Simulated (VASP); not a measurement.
Crystal: BaS.

```
Ba S
1.0
     0.00000    3.19375    3.19375
     3.19375    0.00000    3.19375
     3.19375    3.19375    0.00000
Ba S
1 1
Direct
  0.00000 0.00000 0.00000
  0.50000 0.50000 0.50000
```

* Program: VASP 6.6.1
* Task: relaxation of cell and atoms
* Functional: PBE
* Potentials or basis: VASP PAW PBE potentials, release 64 (Ba_sv, S)
* Cutoff: 600 eV
* k mesh: 8 × 8 × 8
* Occupations: gaussian, width 0.02 eV
* Spin: no spin polarisation

At the start: pressure 1.4 GPa; volume 32.58 Å³/atom.

Question: How do energy, volume and symmetry change on relaxing?

Answer: Over 3 steps the energy falls by 4.7 meV/atom and the volume is 33.65 Å³/atom (+3.3 %); space group Fm-3m (No. 225, to 0.05 Å).

The path:
```
step  energy change (eV)  largest force (eV/Å)  pressure (GPa)  volume (Å³)
   1              0.0000                0.0000            1.44        65.15
   2             -0.0085                0.0000           -0.39        67.95
   3             -0.0093                0.0000            0.00        67.29
```

Final structure:
```
Ba S
1.0
     0.00000    3.22835    3.22835
     3.22835    0.00000    3.22835
     3.22835    3.22835    0.00000
Ba S
1 1
Direct
  0.00000 0.00000 0.00000
  0.50000 0.50000 0.50000
```
